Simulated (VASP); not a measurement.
Calculation: AM05 GGA, VASP's PBE PAW potentials (set 64) (plane waves; VASP).

VASP ran on this input.

POSCAR:
```
CsBr
1.0
  4.2900000000   0.0000000000   0.0000000000
  0.0000000000   4.2900000000   0.0000000000
  0.0000000000   0.0000000000   4.2900000000
Cs Br
1 1
Direct
  0.0000000000   0.0000000000   0.0000000000
  0.5000000000   0.5000000000   0.5000000000
```

### KPOINTS
```
K-points
0
G
 6 6 6
0 0 0
```

INCAR:
```
# general
SYSTEM  = CsBr
PREC    = Accurate
ENCUT   = 520
LREAL   = .FALSE.   # projection in real space or not
LASPH   = .TRUE.   # aspherical one-centre terms

# electronic loop
EDIFF   = 1E-6   # SCF stop (eV)
NELM    = 100
ALGO    = Normal
LMAXMIX = 4   # l cut-off of mixed one-centre charges

# smearing
ISMEAR  = 0   # Gaussian
SIGMA   = 0.05   # width (eV)

# functional
GGA     = AM   # AM05

# ions
IBRION  = 2
NSW     = 60   # most ionic steps
ISIF    = 3   # ions, shape and volume
EDIFFG  = -0.01

# output
LWAVE   = .FALSE.
LCHARG  = .FALSE.
```

POTCAR, in this order: Cs_sv Br (PBE.64 set). Program: vasp_std.

Output of the run:

File OSZICAR:
```
       N       E                     dE             d eps       ncg     rms          rms(c)
DAV:   1     0.950119266455E+02    0.95012E+02   -0.65198E+03   480   0.111E+03
DAV:   2     0.438368877700E+00   -0.94574E+02   -0.88888E+02   748   0.181E+02
DAV:   3    -0.612804133983E+01   -0.65664E+01   -0.65498E+01   600   0.549E+01
DAV:   4    -0.618683750528E+01   -0.58796E-01   -0.58783E-01   544   0.624E+00
DAV:   5    -0.618730308715E+01   -0.46558E-03   -0.46552E-03   600   0.542E-01    0.177E+00
DAV:   6    -0.596459863391E+01    0.22270E+00   -0.34792E-01   536   0.303E+00    0.996E-01
DAV:   7    -0.593146378452E+01    0.33135E-01   -0.17417E-01   608   0.219E+00    0.554E-01
DAV:   8    -0.593542047309E+01   -0.39567E-02   -0.12572E-02   528   0.834E-01    0.912E-02
DAV:   9    -0.593601904312E+01   -0.59857E-03   -0.24077E-03   580   0.323E-01    0.703E-02
DAV:  10    -0.593608945339E+01   -0.70410E-04   -0.15999E-04   552   0.107E-01    0.139E-02
DAV:  11    -0.593609935584E+01   -0.99025E-05   -0.50881E-05   568   0.466E-02    0.502E-03
DAV:  12    -0.593610103661E+01   -0.16808E-05   -0.88811E-06   556   0.218E-02    0.109E-03
DAV:  13    -0.593610100866E+01    0.27948E-07   -0.19932E-07   380   0.383E-03
   1 F= -.59361010E+01 E0= -.59361010E+01  d E =-.593610E+01
       N       E                     dE             d eps       ncg     rms          rms(c)
DAV:   1    -0.596888304059E+01   -0.32782E-01   -0.55813E-01   480   0.476E+00    0.784E-01
DAV:   2    -0.594501834612E+01    0.23865E-01   -0.34981E-02   504   0.110E+00    0.315E-01
DAV:   3    -0.593950182828E+01    0.55165E-02   -0.16955E-02   484   0.770E-01    0.136E-01
DAV:   4    -0.593937318982E+01    0.12864E-03   -0.57060E-04   508   0.155E-01    0.414E-02
DAV:   5    -0.593937150247E+01    0.16873E-05   -0.57116E-05   548   0.476E-02    0.221E-02
DAV:   6    -0.593937268356E+01   -0.11811E-05   -0.40547E-06   516   0.150E-02    0.520E-03
DAV:   7    -0.593937283057E+01   -0.14700E-06   -0.47906E-07   312   0.419E-03
   2 F= -.59393728E+01 E0= -.59393728E+01  d E =-.327182E-02
       N       E                     dE             d eps       ncg     rms          rms(c)
DAV:   1    -0.597162192107E+01   -0.32249E-01   -0.58570E-01   480   0.487E+00    0.804E-01
DAV:   2    -0.594650973190E+01    0.25112E-01   -0.37099E-02   496   0.113E+00    0.321E-01
DAV:   3    -0.594075049748E+01    0.57592E-02   -0.17660E-02   480   0.783E-01    0.139E-01
DAV:   4    -0.594061111025E+01    0.13939E-03   -0.60888E-04   508   0.160E-01    0.423E-02
DAV:   5    -0.594060956106E+01    0.15492E-05   -0.59138E-05   540   0.482E-02    0.226E-02
DAV:   6    -0.594061087499E+01   -0.13139E-05   -0.42319E-06   500   0.154E-02    0.527E-03
DAV:   7    -0.594061103002E+01   -0.15504E-06   -0.52765E-07   276   0.434E-03
   3 F= -.59406110E+01 E0= -.59406110E+01  d E =-.451002E-02
```

### OUTCAR
```
------------------------ aborting loop because EDIFF is reached ----------------------------------------
  FORCE on cell =-STRESS in cart. coord.  units (eV):
  Direction    XX          YY          ZZ          XY          YZ          ZX
  --------------------------------------------------------------------------------------
  Total        0.0095659      0.0095659      0.0095659      0.0000000      0.0000000     -0.0000000
  in kB        0.1873023      0.1873023      0.1873023      0.0000000      0.0000000     -0.0000000
  external PRESSURE =       0.1873023 kB  Pullay stress =       0.0000000 kB
  volume of cell :       81.83
      direct lattice vectors                 reciprocal lattice vectors
     4.341418706 -0.000000000 -0.000000000     0.230339451 -0.000000000 -0.000000000
     0.000000000  4.341418706  0.000000000     0.000000000  0.230339451 -0.000000000
     0.000000000  0.000000000  4.341418706     0.000000000 -0.000000000  0.230339451
 POSITION                                       TOTAL-FORCE (eV/Angst)
 -----------------------------------------------------------------------------------
      0.00000      0.00000      0.00000        -0.000000      0.000000      0.000000
      2.17071      2.17071      2.17071         0.000000      0.000000      0.000000
 -----------------------------------------------------------------------------------
    total drift:                                0.000000      0.000000     -0.000000
  FREE ENERGIE OF THE ION-ELECTRON SYSTEM (eV)
  ---------------------------------------------------
  free  energy   TOTEN  =        -5.9406110300 eV

  energy  without entropy=       -5.9406110300  energy(sigma->0) =       -5.94061103

 reached required accuracy - stopping structural energy minimisation
```
(Selected blocks of OUTCAR.)

File CONTCAR:
```
CsBr
   1.00000000000000
     4.3414187063096632   -0.0000000000000000   -0.0000000000000000
     0.0000000000000000    4.3414187063096632    0.0000000000000000
     0.0000000000000000    0.0000000000000000    4.3414187063096632
  Cs              Br
     1     1
Direct
     0.0000000000000000    0.0000000000000000    0.0000000000000000
     0.5000000000000000    0.5000000000000000    0.5000000000000000
```

OUTCAR:
```
 val. band max:       -0.4914064863   @ k =   0.5000   0.5000   0.0000

 cond. band min:       3.8607653812   @ k =   0.0000   0.0000   0.0000


 Fermi energy:        -0.2092543527

 k-point     1 :       0.0000    0.0000    0.0000
  band No.  band energies     occupation
      1     -20.3730      2.00000
      2     -12.8125      2.00000
      3      -6.9518      2.00000
      4      -6.9518      2.00000
      5      -6.9518      2.00000
      6      -0.5055      2.00000
      7      -0.5055      2.00000
      8      -0.5055      2.00000
      9       3.8608      0.00000
     10       4.4646      0.00000
     11       4.4646      0.00000
     12       8.5054      0.00000

 k-point     2 :       0.1667    0.0000    0.0000
  band No.  band energies     occupation
      1     -20.3619      2.00000
      2     -12.8142      2.00000
      3      -7.0483      2.00000
      4      -6.9294      2.00000
      5      -6.9294      2.00000
      6      -0.8894      2.00000
      7      -0.5493      2.00000
      8      -0.5493      2.00000
      9       4.4877      0.00000
     10       4.6365      0.00000
     11       5.0371      0.00000
     12       8.3601      0.00000

 k-point     3 :       0.3333    0.0000    0.0000
  band No.  band energies     occupation
      1     -20.3395      2.00000
      2     -12.8188      2.00000
      3      -7.2247      2.00000
      4      -6.8837      2.00000
      5      -6.8837      2.00000
      6      -1.4937      2.00000
      7      -0.6399      2.00000
      8      -0.6399      2.00000
      9       5.0898      0.00000
     10       5.7932      0.00000
     11       6.3211      0.00000
     12       8.2282      0.00000

 k-point     4 :       0.5000    0.0000    0.0000
  band No.  band energies     occupation
      1     -20.3281      2.00000
      2     -12.8218      2.00000
      3      -7.3056      2.00000
      4      -6.8603      2.00000
      5      -6.8603      2.00000
      6      -1.7476      2.00000
...
```

Energy and stress use the plane-wave basis of the starting cell. Unless said otherwise, spin-orbit coupling is left out, though it shifts the bands of the heavy elements here.

The compound is CsBr in the CsCl type structure. This run relaxes it. Symmetry was kept, so distortions that lower it aren't found.
